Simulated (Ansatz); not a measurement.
# PtS2: a single-point run

The task is a single-point run on PtS2. The structure is shown as the input types it. The cell is built on a prototype (CdCl2 type) and needn't be the phase found in nature.

Program: Ansatz 0.2.0. Level of theory: density functional or hybrid calculation with the settings of its input, plane waves (as first typed). These are calculated values, not measurements.

4 further runs of the same task are left out: 1 for a known fault of the program, 3 that didn't finish.

## (1) Starting point

It takes space group R-3m (No. 166, trigonal). The conventional cell has a = 3.529 Å, b = 3.529 Å, c = 16.569 Å, α = 90.00°, β = 90.00°, γ = 120.00°. Around Pt (site symmetry -3m) lie 6 S at 2.39 Å. S (site symmetry 3m) has 3 Pt at 2.39 Å as nearest neighbours.

Coordinates:

```
CELL_PARAMETERS angstrom
1.76444 1.01870 5.52305
-1.76444 1.01870 5.52305
0.00000 -2.03740 5.52305
ATOMIC_POSITIONS crystal
Pt 0.00000 0.00000 0.00000
S 0.25830 0.25830 0.25830
S 0.74170 0.74170 0.74170
```

## (2) Input and run

input.yaml reads:

```yaml
crystal:
  lattice:
    - [1.7644429029, 1.018701585, 5.5230462153]
    - [-1.7644429029, 1.018701585, 5.5230462153]
    - [0.0, -2.0374031699, 5.5230462153]
  atoms:
    - { symbol: Pt, position: [0.0, 0.0, 0.0] }
    - { symbol: S, position: [0.2583047871, 0.2583047871, 0.2583047871] }
    - { symbol: S, position: [0.7416952129, 0.7416952129, 0.7416952129] }
kpoints:
  mp_grid: { grid: [6, 6, 6] }
hamiltonian:
  xc: pbesol
scf:
  occupations: { method: fixed }
  n_extra_bands: 4
  max_iter: 64
output:
  forces: true
  stress: true
  eigenvalues: true
basis:
  ecutwfc: 0
```

Run with:

```bash
ansatz run input.yaml --threads 4 --pin off --max-ram 3686MiB --backend cpu --events-out ev --progress --plain --runs-dir out
```

What happens when this is run?

Nothing was computed: the input was turned down at the start. The line that matters: «invalid value for `basis.ecutwfc`: must be finite and > 0; got 0 eV»

In the input, basis.ecutwfc is 0. A value lies outside the range that the key allows.

What to do: delete basis.ecutwfc (the default then holds).
